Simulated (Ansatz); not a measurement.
# ZrN (rocksalt type): the cost of one run

Program: Ansatz 0.2.0. Level of theory: DFT, PBE, all-electron LAPW, scalar-relativistic. These are calculated values, not measurements.

## 1. Starting point

The structure is cubic, space group Fm-3m (No. 225). Conventional cell: a = 4.079 Å, b = 4.079 Å, c = 4.079 Å, α = 90.00°, β = 90.00°, γ = 90.00°. Zr (site symmetry m-3m) has 6 N at 2.04 Å as nearest neighbours. N (site symmetry m-3m) is surrounded by 6 Zr at 2.04 Å.

Structure file:

```cif
data_structure
_symmetry_space_group_name_H-M 'Fm-3m'
_symmetry_Int_Tables_number 225
_cell_length_a 4.0787
_cell_length_b 4.0787
_cell_length_c 4.0787
_cell_angle_alpha 90.000
_cell_angle_beta 90.000
_cell_angle_gamma 90.000
_cell_volume 67.85
loop_
_atom_site_label
_atom_site_type_symbol
_atom_site_symmetry_multiplicity
_atom_site_Wyckoff_symbol
_atom_site_fract_x
_atom_site_fract_y
_atom_site_fract_z
_atom_site_occupancy
Zr1 Zr 4 a 0.00000 0.00000 0.00000 1
N1 N 4 b 0.50000 0.00000 0.00000 1
```

The file gives the conventional cell by its symmetry; the runs use the cell typed in the input.

Atoms are numbered in the order of the input: Zr1, N2.

## 2. Rocksalt relaxed under pressure, LAPW

The input, input.yaml:

```yaml
crystal:
  lattice:
    - [0.0, 2.0393578312, 2.0393578312]
    - [2.0393578312, 0.0, 2.0393578312]
    - [2.0393578312, 2.0393578312, 0.0]
  atoms:
    - { symbol: Zr, position: [0.0, 0.0, 0.0] }
    - { symbol: "N", position: [0.5, 0.5, 0.5] }
kpoints:
  mp_grid: { grid: [17, 17, 17] }
scf:
  occupations: { method: fermi_dirac, width: 0.08 }
hamiltonian:
  xc: pbe
  pseudopotentials: { kind: all_electron, lapw: { basis_error: 0.0005 } }
output:
  forces: true
  stress: true
  eigenvalues: true
relax:
  f_tol: 0.005
  max_steps: 12
  cell: { p_target: 190.0, stress_tol: 0.095 }
```

Started as:

```console
> ansatz run input.yaml --threads 1 --pin off --max-ram 3584MiB --backend cpu --events-out ev --progress --plain --runs-dir out
```

Q: Estimate wall time and peak memory on 1 thread of Intel Xeon Platinum 8488C (Sapphire Rapids), shared host.

About 48 s, with a peak of 0.61 GiB.
